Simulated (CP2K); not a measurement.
Crystal: SiC.

```
CELL_PARAMETERS angstrom
3.07569 0.00000 0.00000
-1.53785 2.66363 0.00000
0.00000 0.00000 10.07065
ATOMIC_POSITIONS crystal
Si 0.00000 0.00000 0.18789
Si 0.00000 0.00000 0.68789
Si 0.33333 0.66667 0.43784
Si 0.66667 0.33333 0.93784
C 0.00000 0.00000 0.00046
C 0.00000 0.00000 0.50046
C 0.33333 0.66667 0.24980
C 0.66667 0.33333 0.74980
```

The cell is a database's computed one.

Base run:

| Quantity | Value |
| --- | --- |
| Program | CP2K 2026.2 |
| Functional | PBE |
| Potentials or basis | POTENTIAL_UZH Si GTH-PBE-q4, C GTH-PBE-q4; DZVP-MOLOPT-PBE-GTH basis |
| Density cutoff | 9184 eV |
| k mesh | 8 × 8 × 2 |
| Occupations | fermi-dirac, width 0.05 eV |
| Spin | no spin polarisation |

Its results: band gap on the k mesh 2.47 eV, indirect (least direct gap 3.58 eV); pressure 3.2 GPa; largest force 0.015 eV/Å.

**Question.** After a change of settings the same cell gave: band gap on the k mesh 2.34 eV, indirect (least direct gap 3.46 eV); pressure 2.2 GPa; largest force 0.013 eV/Å. Which change was it?
A. functional from PBE to HLE16
B. functional from PBE to PBEsol
C. functional from PBE to TPSS

**Answer.** B.

PBEsol binds more tightly than PBE, so the same cell stands under less pressure.

Caveats: the basis of atomic orbitals isn't converged, which shifts pressures, moduli and gaps; the potentials were made for another functional, which shifts forces and pressure (some runs).
